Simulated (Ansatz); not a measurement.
Pb under changes of volume

One of the cells (29.314 Å³/atom); the others are scaled copies at fixed shape and fractional positions:

```
CELL_PARAMETERS angstrom
3.48000 0.00000 0.00000
-1.74000 3.01377 0.00000
0.00000 0.00000 5.59000
ATOMIC_POSITIONS crystal
Pb 0.66667 0.33333 0.75000
Pb 0.33333 0.66667 0.25000
```

This isn't the form of Pb at room conditions, which is fcc.

* Program: Ansatz 0.2.0
* Functional: PBE
* Potentials or basis: Ansatz PAW
* Cutoff: 420 eV (not typed: the program's choice for these potentials)
* k mesh: 9 × 9 × 5
* Occupations: fermi-dirac, width 0.05 eV
* Spin: no spin polarisation

```csv
volume (Å³/atom),energy over the lowest point (meV/atom),pressure (GPa)
27.555,94.17,8.2
28.141,67.03,6.7
28.727,45.26,5.3
29.314,28.21,4.1
29.900,?,?
30.486,6.06,2.1
31.073,0.00,1.3
```

Q: What does the run at 29.900 Å³/atom give?

A: Energy over the lowest point 15.32 meV/atom; pressure 3.1 GPa.

Worked out: A Birch-Murnaghan fit of order 3 (a polynomial in V^(-2/3)) to the other rows has no minimum within the range. It gives 15.31 meV/atom at 29.900 Å³/atom, against the run's 15.32, and -dE/dV = 3.0 GPa, against 3.1.

Energies are extrapolated to zero smearing.
